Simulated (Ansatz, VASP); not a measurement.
# One calculation of SrO, two programs

Contents of INCAR:

```
PREC = Accurate ; ENCUT = 520
EDIFF = 1E-6 ; ISMEAR = 0
SIGMA = 0.05 ; LREAL = False
LASPH = True ; NELM = 60
ALGO = Normal ; ISIF = 2
LWAVE = False ; LCHARG = True
GGA = PE ; LELF = True
LVHAR = True ; NBANDS = 24
```

The input KPOINTS:

```
Automatic mesh
0
Gamma
  9 9 4
```

Contents of POSCAR:

```
SrO
1.0
    3.6663715749      0.0000000000      0.0000000000
   -1.8331857875      3.1751709235      0.0000000000
    0.0000000000      0.0000000000      6.3986871764
Sr O
2 2
Direct
    0.3333333333      0.6666666667      0.2525973803
    0.6666666667      0.3333333333      0.7525973803
    0.0000000000      0.0000000000     -0.0142247929
    0.0000000000      0.0000000000      0.4857752071
```

Input for Ansatz:

```yaml
crystal:
  lattice:
    - [3.6663715749, 0.0, 0.0]
    - [-1.8331857875, 3.1751709235, 0.0]
    - [0.0, 0.0, 6.3986871764]
  atoms:
    - { symbol: Sr, position: [0.3333333333, 0.6666666667, 0.2525973803] }
    - { symbol: Sr, position: [0.6666666667, 0.3333333333, 0.7525973803] }
    - { symbol: O, position: [0.0, 0.0, -0.0142247929] }
    - { symbol: O, position: [0.0, 0.0, 0.4857752071] }
basis:
  ecutwfc: 520.0
kpoints:
  mp_grid: { grid: [9, 9, 4] }
hamiltonian:
  xc: pbe
scf:
  occupations: { method: gaussian, width: 0.05 }
output:
  forces: true
  stress: true
  eigenvalues: true
```

Change from the starting cell: mode 8 frozen in at -0.089 Å, equal normal strain along x, y and z +0.0250.

Alike in both runs: task single point; functional PBE; k mesh 9 × 9 × 4; occupations gaussian, width 0.05 eV; no spin polarisation.

|  | VASP | Ansatz |
| --- | --- | --- |
| version | VASP 6.6.1 | Ansatz 0.2.0 |
| potentials or method | VASP PAW PBE potentials, release 64 (Sr_sv, O) | scalar-relativistic, plane waves, PAW |
| plane-wave cutoff (eV) | 520 | 520 |
| valence electrons in the cell | 32 | 32 |

|  | VASP | Ansatz | Ansatz less VASP |
| --- | --- | --- | --- |
| gap on the k mesh at the Fermi level (eV) | 2.61 | 2.61 | +0.003 |
| least direct gap on the mesh (eV) | 2.61 | 2.61 | +0.003 |
| pressure (GPa) | -4.5 | -4.9 | -0.39 |
| largest component of the traceless stress (GPa) | 0.48 | 0.47 | -0.013 |
| rms of the force components (eV/Å) | 0.072 | 0.066 | -0.0062 |

Atom by atom the forces differ by 0.006 eV/Å (rms over components). The functional is the same, so the differences come from potentials, cutoffs and numerics.
